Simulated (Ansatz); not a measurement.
A crystal relaxed with r2SCAN in Ansatz 0.2.0 has space group F-43m (No. 216) and a = 4.869 Å.

```
atom  site       x       y       z
  Xx    4a  0.0000  0.0000  0.0000
   S    4d  0.2500  0.2500  0.7500
```

With r2SCAN the valence top lies at Γ and the conduction bottom at X, 3.59 eV higher; the smallest vertical gap, at Γ, is 6.23 eV. With HSE06 the valence top lies at Γ and the conduction bottom at X, 4.09 eV higher; the smallest vertical gap, at K–Γ (0.90 of the way from K), is 6.80 eV. PBE gives an indirect gap of 3.14 eV, from Γ to X; the least direct gap is 5.62 eV at K–Γ (0.90 of the way from K). Meshes: r2SCAN 10×10×10, HSE06 6×6×6, PBE 10×10×10. r2SCAN's ε∞ is 4.9 in all directions.

**Question.** Which element is Xx?
A. Be
B. Ba
C. Mg
D. Sr

**Answer.** A. Xx is Be: BeS in the zincblende structure. Around Be lie 4 S at 2.11 Å; around S lie 4 Be at 2.11 Å.

(Simulation; spin polarisation is off.)

The meshes of the hybrids are coarse, so their gaps aren't converged to the digits shown.
